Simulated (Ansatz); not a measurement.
An Ansatz input:

```yaml
crystal:
  lattice:
    - [2.4606838289, 1.420676471, 4.2018095729]
    - [-2.4606838289, 1.420676471, 4.2018095729]
    - [0.0, -2.841352942, 4.2018095729]
  atoms:
    - { symbol: B, position: [0.0102027722, 0.6540006453, 0.0102027722] }
    - { symbol: B, position: [0.0102027722, 0.0102027722, 0.6540006453] }
    - { symbol: B, position: [0.6540006453, 0.0102027722, 0.0102027722] }
    - { symbol: B, position: [0.9897972278, 0.3459993547, 0.9897972278] }
    - { symbol: B, position: [0.3459993547, 0.9897972278, 0.9897972278] }
    - { symbol: B, position: [0.9897972278, 0.9897972278, 0.3459993547] }
    - { symbol: B, position: [0.2209036923, 0.6308008391, 0.2209036923] }
    - { symbol: B, position: [0.2209036923, 0.2209036923, 0.6308008391] }
    - { symbol: B, position: [0.6308008391, 0.2209036923, 0.2209036923] }
    - { symbol: B, position: [0.7790963077, 0.3691991609, 0.7790963077] }
    - { symbol: B, position: [0.3691991609, 0.7790963077, 0.7790963077] }
    - { symbol: B, position: [0.7790963077, 0.7790963077, 0.3691991609] }
hamiltonian:
  xc: revpbe
  pseudopotentials:
    kind: paw
    azcp:
      B: "pseudopotentials/B.paw.azcp"
basis:
  ecutwfc: 420
  fft_grid_basis: typed
kpoints:
  mp_grid: { grid: [7, 7, 7], shift: [0, 0, 0] }
magnetization:
  spin_polarized: false
scf:
  occupations: { method: fermi_dirac, width: 0.05 }
```

Terminal output

```
Engine: ansatz 0.2.0, aarch64-unknown-linux-gnu
Pseudopotentials: kind: paw
Pseudopotential: B, paw, valence charge 3, recommended cutoff 420 eV (normal) 
Functional definition: revPBE
  parameter kappa = 1.245
  parameter beta = 0.06672455060314922
  exchange = pbe_x(kappa = kappa, mu = beta*pi^2/3)
  correlation = pbe_c(beta = beta)
Crystal: 12 atoms, lattice volume = 88.133 Å³
Basis set: ecut = 420 eV, 1731 PW (Γ)
Bands: 30, of which v1, the nominal top of the filled ones, is band 18 counted from 1 (17 counted from 0)
Symmetry: 12 space group operations
Space group: R-3m (ITA 166), of the structure as read, at distance tolerance 4.5e-5 Å
k-points: 44 of 343
Non-local potential: B, projectors of the file, l = 0: 2, l = 1: 2, l = 2: 1
PAW form: soft (Blöchl's): semilocal exchange-correlation on the pseudo side does not see the compensation charge
PAW frozen core: B, regenerated for the run's functional, and the local potential with it (the file was generated under x = pbe(κ = 0.804, μ = 0.2195149727645171), c = pbe(β = 0.06672455060314922))
PAW one-centre angular grid: B, 110 points (default); XC on 64 Gauss nodes
Initial density: superposition of atomic densities (neutral atoms: chi_scale 0, normalization atom), corrected by the library's trained network
Initial wavefunctions: pseudopotential atomic-orbital guess
Functional: x = revpbe(κ = 1.245, μ = 0.2195149727645171), c = pbe(β = 0.06672455060314922)
SCF iter   1: F=—  HF=-1880.549995 eV  |F-HF|=—  |Δ(HF+E_count)|=         —  Δρ=6.67e-3  dr2=3.27e-2  ethr=1.77e-3  ⟨swp⟩=6.7  Hψ=6674  notcnv=0  defer=86
SCF iter   2: F=—  HF=-1880.544324 eV  |F-HF|=—  |Δ(HF+E_count)|=   5.67e-3  Δρ=2.98e-3  dr2=4.67e-3  ethr=9.08e-5  ⟨swp⟩=2.8  Hψ=2603  notcnv=0  defer=188
SCF iter   3: F=—  HF=-1880.545184 eV  |F-HF|=—  |Δ(HF+E_count)|=   8.60e-4  Δρ=6.52e-4  dr2=6.73e-4  ethr=1.30e-5  ⟨swp⟩=2.3  Hψ=1942  notcnv=0  defer=104
automatic band count: iteration 3 solves 28 bands in place of 30: the levels show a gap, and the empty bands left out lie too high to hold charge; the band table lists the bands solved (type scf.n_extra_bands for more)
SCF iter   4: F=—  HF=-1880.545100 eV  |F-HF|=—  |Δ(HF+E_count)|=   8.40e-5  Δρ=2.93e-4  dr2=7.33e-5  ethr=1.87e-6  ⟨swp⟩=2.0  Hψ=1746  notcnv=0  defer=104
SCF iter   5: F=—  HF=-1880.545114 eV  |F-HF|=—  |Δ(HF+E_count)|=   1.42e-5  Δρ=7.87e-5  dr2=3.56e-6  ethr=2.04e-7  ⟨swp⟩=2.2  Hψ=1716  notcnv=0  defer=104
SCF iter   6: F=—  HF=-1880.545117 eV  |F-HF|=—  |Δ(HF+E_count)|=   3.55e-6  Δρ=1.25e-5  dr2=1.45e-7  ethr=9.88e-9  ⟨swp⟩=2.0  Hψ=1790  notcnv=0  defer=104
SCF iter   7: F=-1880.545118 eV  HF=-1880.545118 eV  |F-HF|=8.10e-10  |Δ(HF+E_count)|=   2.09e-7  Δρ=3.18e-6  dr2=1.37e-8  ethr=2.78e-10  ⟨swp⟩=3.0  Hψ=2477  notcnv=0
SCF 1 converged in 7 iterations: F = -1880.545118 eV  dr2 = 1.37e-8
SCF converged after 7 iterations
Free energy (F): -1880.545118 eV
Harris-Foulkes:  -1880.545118 eV  (|F-HF|=8.10e-10)
Internal energy: -1880.545118 eV  (E = F + TS)
E sigma→0 (E₀):  -1880.545118 eV
Entropy (-TS):   -0.000000 eV (-0.000 meV/atom)
Fermi energy:    9.665968 eV
--- Per-component energies (eV) ---
  E_band       = 91.391860
  E_kinetic    = 593.155633
  E_local      = -367.593716  (includes V_loc(G=0)·N_el)
  E_nonlocal   = 132.223984
  E_hartree    = 111.846236
  E_xc         = -388.210307
  E_vxc        = -460.847369  (∫ρ·V_xc dr)
  E_paw        = -952.210230  (= ΣΔE_a)
  E_vpaw       = -29.240367  (= ΣTr[D̂ρ^β])
  E_aug_tail   = -0.000031  (compensation charges beyond the density's cutoff)
  E_ewald      = -1009.649823
  E_core_change = -0.106864  (= ΣΔE_core)
  E_smearing   = -0.000000  (= −TS)
  E_closure    = 0.000000  (closes the sum)
  Σ components = -1880.545118   (vs F -1880.545118, Δ=0.00e0)
```
